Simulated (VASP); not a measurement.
**Te2Pt (Moncheite): relaxation of cell and atoms with LDA**

The system is Te2Pt (Moncheite).

```
Te Pt
1.0
     4.01000    0.00000    0.00000
    -2.00500    3.47276    0.00000
     0.00000    0.00000    5.20100
Te Pt
2 1
Direct
  0.33333 0.66667 0.25000
  0.66667 0.33333 0.75000
  0.00000 0.00000 0.00000
```

```json
{"Program": "VASP 6.6.1", "Task": "relaxation of cell and atoms", "Functional": "LDA", "Potentials or basis": "VASP PAW LDA potentials, release 64 (Te, Pt)", "Cutoff": "600 eV", "k mesh": "12 × 12 × 7", "Occupations": "methfessel-paxton, width 0.1 eV", "Spin": "no spin polarisation", "Further INCAR settings": "ALGO = Normal; EDIFF = 1e-06; IBRION = 2; EDIFFG = -0.01; NSW = 90; ISIF = 3"}
```

- Relaxed volume: 23.70 Å³/atom
- Relaxed cell: a = 4.023 Å, b = 4.023 Å, c = 5.073 Å, α = 90.00°, β = 90.00°, γ = 120.00°
- Space group after relaxing (to 0.05 Å): P-3m1 (No. 164)
- Energy gained by relaxing: 15.1 meV/atom
- Ionic steps: 15
- Pressure after relaxing: 0.0 GPa
- Largest force after relaxing: 0.005 eV/Å
- Band gap on the k mesh: none (metal or under the smearing width)

Forces on the atoms (eV/Å):
```
Te   0.000  0.000 -0.005
Te   0.000  0.000  0.005
Pt   0.000  0.000  0.000
```

Step by step:
```csv
step,energy change (eV),largest force (eV/Å),pressure (GPa),volume (Å³)
1,0.0000,0.6767,2.11,72.43
2,0.0130,0.1749,-4.36,75.82
3,-0.0187,0.2818,-0.91,73.86
4,-0.0304,0.1891,-0.63,73.12
5,-0.0383,0.0717,0.42,71.08
6,-0.0401,0.0135,0.06,71.71
7,-0.0438,0.0383,-0.28,71.54
8,-0.0446,0.0720,-0.48,71.42
9,-0.0426,0.0786,1.14,70.29
10,-0.0453,0.0226,0.05,71.05
11,-0.0453,0.0129,-0.02,71.10
12,-0.0453,0.0104,-0.03,71.11
13,-0.0453,0.0057,0.08,71.07
14,-0.0453,0.0031,0.04,71.09
15,-0.0453,0.0046,0.00,71.09
```

Final structure:
```xyz
3
Lattice="4.0229 0.0000 0.0000 -2.0114 3.4839 0.0000 0.0000 0.0000 5.0727" Properties=species:S:1:pos:R:3 pbc="T T T"
Te    0.0000    2.3226    1.3431
Te    2.0114    1.1613    3.7296
Pt    0.0000    0.0000    0.0000
```

Levels at points of the mesh, in eV from the Fermi level:
| k point | band 7 | band 8 | band 9 | band 10 | band 11 | band 12 | band 13 | band 14 | band 15 |
| --- | --- | --- | --- | --- | --- | --- | --- | --- | --- |
| (0.00, 0.00, 0.00) | -3.83 | -2.71 | -0.51 | -0.51 | 0.84 | 0.84 | 1.65 | 2.48 | 4.26 |
| (0.50, 0.00, 0.00) | -3.63 | -3.53 | -3.47 | -3.37 | -2.92 | 0.08 | 2.71 | 3.93 | 5.41 |

Wall time 9.2 min on 1 thread of Intel(R) Xeon(R) 6975P-C (Granite Rapids), on a shared host, peak memory 0.29 GiB.

The run has no spin-orbit coupling, so splittings on Pt, Te are missing. LDA usually gives volumes a few per cent too small.
